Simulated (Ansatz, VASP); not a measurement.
**One calculation of I, two programs**

```
I
1.0
     3.70633   -2.44199    0.00000
     3.70633    2.44199    0.00000
     0.00000    0.00000    9.98552
I
4
Cartesian
  3.7063 -0.7292 3.8384
  3.7063 1.7128 1.1543
  3.7063 0.7292 6.1471
  3.7063 -1.7128 8.8312
```

Change from the starting cell: volume scaled by 1.06.

Alike in both runs: task single point; functional PBEsol; k mesh 7 × 7 × 3; occupations fermi-dirac, width 0.05 eV; no spin polarisation.

|  | VASP | Ansatz |
| --- | --- | --- |
| version | VASP 6.6.1 | Ansatz 0.2.0 |
| potentials or method | VASP PAW PBE potentials, release 64 (I) | Ansatz PAW |
| plane-wave cutoff (eV) | 520 | 420 |
| valence electrons in the cell | 28 | 68 |

Ansatz gave:

- gap on the k mesh at the Fermi level (eV): 1.16
- least direct gap on the mesh (eV): 1.21
- pressure (GPa): -1.2
- largest component of the traceless stress (GPa): 1.00
- rms of the force components (eV/Å): 0.175

Q: Estimate VASP's values.

A: gap on the k mesh at the Fermi level (eV): 1.16; least direct gap on the mesh (eV): 1.22; pressure (GPa): -1.2; largest component of the traceless stress (GPa): 1.00; rms of the force components (eV/Å): 0.173.

Atom by atom the forces differ by 0.002 eV/Å (rms over components). The functional is the same, so the differences come from potentials, cutoffs and numerics. The two sets of potentials don't hold the same shells in valence.

Caveats: spin-orbit coupling is left out, which moves the levels of the heavy elements; the PAW data sets were made with another functional, which shifts forces and pressure a little (VASP); an odd mesh through Γ misses points on the zone boundary, where band edges often lie (VASP); odd divisions of the mesh miss points on the zone boundary, where band edges often lie, so the gap on the mesh can be too wide (Ansatz); the PAW data sets come from PBE, with cores solved anew for the run's functional, which leaves a small shift of forces and pressure (Ansatz).
